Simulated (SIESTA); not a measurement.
Wanted: the native input for a SIESTA 5.4.2 run.

```yaml
Task: relaxation of cell and atoms
Functional: PBE
Potentials_or_basis: PseudoDojo 0.4 standard (PBE files)
Basis: DZP (energy shift 0.003 Ry; two zetas on semicore shells)
Grid_cutoff: 1200 Ry
Energy_shift: 0.003 Ry
k_mesh: 9 × 9 × 9
Occupations: fermi-dirac, width 0.05 eV
Spin: no spin polarisation
optimiser: Broyden
force_tolerance: 0.01 eV/Å
stress_tolerance_GPa: 0.05
```

Si2W:

```
CELL_PARAMETERS angstrom
-1.60690 1.60690 3.91495
1.60690 -1.60690 3.91495
1.60690 1.60690 -3.91495
ATOMIC_POSITIONS crystal
W 0.00000 0.00000 0.00000
Si 0.66530 0.66530 0.00000
Si 0.33470 0.33470 0.00000
```

These files were run (other wordings do the same):

Si2W.fdf

```
SystemName                      Si2W
SystemLabel                     Si2W
NumberOfSpecies                 2
NumberOfAtoms                   3
%block ChemicalSpeciesLabel
  1  74 W
  2  14 Si
%endblock ChemicalSpeciesLabel

LatticeConstant                 1.0 Ang
%block LatticeVectors
    -1.6069000000     1.6069000000     3.9149500000
     1.6069000000    -1.6069000000     3.9149500000
     1.6069000000     1.6069000000    -3.9149500000
%endblock LatticeVectors
AtomicCoordinatesFormat         Fractional
%block AtomicCoordinatesAndAtomicSpecies
     0.0000000000     0.0000000000     0.0000000000  1  W
     0.6653000000     0.6653000000     0.0000000000  2  Si
     0.3347000000     0.3347000000     0.0000000000  2  Si
%endblock AtomicCoordinatesAndAtomicSpecies

%block kgrid.MonkhorstPack
    9   0   0  0.0
    0   9   0  0.0
    0   0   9  0.0
%endblock kgrid.MonkhorstPack
XC.Functional                   GGA
XC.Authors                      PBE
PAO.BasisSize                   DZP
PAO.EnergyShift                 0.003 Ry
Mesh.Cutoff                     1200 Ry
OccupationFunction              FD
ElectronicTemperature           0.05 eV
MaxSCFIterations                120
SCF.MustConverge                false
SCF.Mixer.Method                Pulay
SCF.Mixer.Weight                0.25
SCF.Mixer.History               8
SCF.DM.Tolerance                5.0e-05
SCF.H.Tolerance                 1.0e-03 eV
WriteForces                     true
Charge.Mulliken                 end
MD.TypeOfRun                    Broyden
MD.Steps                        40
MD.MaxForceTol                  0.01 eV/Ang
MD.MaxDispl                     0.1 Ang
WriteCoorStep                   true
AtomCoorFormatOut               Fractional
MD.VariableCell                 true
MD.MaxStressTol                 0.05 GPa
%block PAO.Basis
  W 5
  n=5 0 2
    3.045 0.000
  n=6 0 2
    7.641 0.000
  n=5 1 2
    3.655 0.000
  n=6 1 1
    7.641
  n=5 2 2
    6.655 0.000
%endblock PAO.Basis
```

Potentials or basis: PseudoDojo 0.4 standard (PBE files), DZP (energy shift 0.003 Ry; two zetas on semicore shells).

Run with:

```sh
$ siesta < Si2W.fdf > Si2W.out 2>&1
```

Results of the run:

```json
{
  "Relaxed volume": "13.75 Å³/atom",
  "Relaxed cell": "a = 4.554 Å, b = 4.554 Å, c = 4.554 Å, α = 138.37°, β = 138.37°, γ = 60.33°",
  "Space group after relaxing (to 0.05 Å)": "I4/mmm (No. 139)",
  "Energy gained by relaxing": "4.0 meV/atom",
  "Ionic steps": "8",
  "Pressure after relaxing": "0.0 GPa",
  "Band gap on the k mesh": "none (metal or under the smearing width)"
}
```

Caveat: short orbitals over semicore shells can move pressures by several GPa; the basis of atomic orbitals isn't converged, which shifts pressures, moduli and gaps.

It took 33 min on 1 thread of AMD EPYC 7R43 64-Core Processor (Zen 3), on a shared host, peak memory 0.73 GiB.
